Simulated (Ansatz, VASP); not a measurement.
## PbSe: 3 runs at one level of theory

The starting cell:

```
CELL_PARAMETERS angstrom
0.00000 3.06065 3.06065
3.06065 0.00000 3.06065
3.06065 3.06065 0.00000
ATOMIC_POSITIONS crystal
Pb 0.00000 0.00000 0.00000
Se 0.50000 0.50000 0.50000
```

Alike in all runs: task relaxation of cell and atoms; functional RPBE; dispersion D4; k mesh 8 × 8 × 8; occupations fermi-dirac, width 0.05 eV; no spin polarisation; no spin-orbit coupling.

```tsv
program and potentials	plane-wave cutoff (eV)	notes	equilibrium volume (Å³/atom)
Ansatz, Ansatz PAW	420	potentials made for PBE, which Ansatz adapts in part; 15 valence electrons an atom on average	28.83
Ansatz, all-electron LAPW, scalar-relativistic	-	-	28.83
VASP, PBE PAW files Pb_d, Se, 600 eV	600	potentials made for PBE; 10 valence electrons an atom on average	28.83
```

All agree on the equilibrium volume. Some sets were made for another functional than the one run, which can shift their rows. Relaxations stop with a little pressure left, so the last digit of a volume isn't settled.

The functional is the same throughout but for its coding, so the spread measures potentials, basis and numerics; runs on potential files found faulty are left out.
